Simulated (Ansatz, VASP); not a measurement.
Two plane-wave programs on Ga

```
Ga
1.0
     2.74303    0.00000    0.00000
     0.00000    2.74303    0.00000
     0.00000    0.00000    2.74409
Ga
1
Direct
  0.00000 0.00000 0.00000
```

Alike in both runs: functional PBE; k mesh 20 × 20 × 20; occupations gaussian, width 0.1 eV; no spin polarisation.

Ansatz relaxed the structure, and its values are those at the end. VASP's run is a single point on that final structure, the one shown.

```csv
,VASP,Ansatz
version,VASP 6.6.1,Ansatz 0.2.0
potentials or method,"VASP PAW PBE potentials, release 64 (Ga_d)","scalar-relativistic, plane waves, PAW"
plane-wave cutoff (eV),520,420
valence electrons in the cell,13,13
```

Ansatz gave:

```
gap on the k mesh at the Fermi level (eV) : none
pressure (GPa)                            : -1.2
```

Problem. What did VASP give for the same quantities?

Solution. gap on the k mesh at the Fermi level (eV): none; pressure (GPa): -1.1.

A gap of «none» marks a metal or a gap that the smearing closes. The functional is the same, so the differences come from potentials, cutoffs and numerics.
